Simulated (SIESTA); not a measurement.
Ge:

```
Ge
1.0
     0.00000    2.82891    2.82891
     2.82891    0.00000    2.82891
     2.82891    2.82891    0.00000
Ge
2
Direct
  0.75000 0.75000 0.75000
  0.50000 0.50000 0.50000
```

Base run:

| Quantity | Value |
| --- | --- |
| Program | SIESTA 5.4.2 |
| Functional | PBE |
| Potentials or basis | PseudoDojo 0.4 standard (PBE files) |
| Basis | DZP (energy shift 0.003 Ry; two zetas on semicore shells) |
| Grid cutoff | 800 Ry |
| Energy shift | 0.003 Ry |
| k mesh | 8 × 8 × 8 |
| Occupations | fermi-dirac, width 0.05 eV |
| Spin | no spin polarisation |

Its results: band gap on the k mesh 0.07 eV, direct; pressure 5.1 GPa.

Q: The run is repeated on the same cell with these changes: basis from DZP (energy shift 0.003 Ry; two zetas on semicore shells) to TZP (energy shift 0.003 Ry; two zetas on semicore shells). What comes out?

A: Band gap on the k mesh none (metal or under the smearing width); pressure 4.7 GPa.

Caveats: the basis of atomic orbitals isn't converged, which shifts pressures, moduli and gaps.
